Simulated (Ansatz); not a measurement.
# Compressing TaN

These are results of DFT r2SCAN, scalar-relativistic, plane waves, PAW in Ansatz 0.2.0, not measurements. Settings: 500 eV cutoff, 18×18×8 k-mesh, Gaussian smearing of 0.10 eV, no spin polarisation.

Starting point, cell and atoms relaxed:

```
Ta N
1.0
     3.13446    0.00000    0.00000
    -1.56723    2.71452    0.00000
     0.00000    0.00000    6.08686
Ta N
2 2
Direct
  0.33333 0.66667 0.03128
  0.66667 0.33333 0.53128
  0.33333 0.66667 0.35372
  0.66667 0.33333 0.85372
```

Cell and atoms are relaxed at each pressure within the symmetry of the start, at zero temperature, so transitions that lower the symmetry aren't seen. The k-mesh given is that at zero pressure and may differ at others. a, b and c are the lengths of the cell vectors above. Gaps are generalised Kohn–Sham gaps over the whole zone.

Spin-orbit coupling is left out, which matters for the bands and energies of heavy elements.

Pressures computed: -1, 1, 4, 12, 25, 50, 90 GPa.

Question: At which pressure does the cell have a = 3.074, b = 3.074 and c = 6.057 Å?

Answer: About 12 GPa, where V/V0 = 0.957 and the crystal is a metal.

This wurtzite form isn't the usual stable structure of the compound.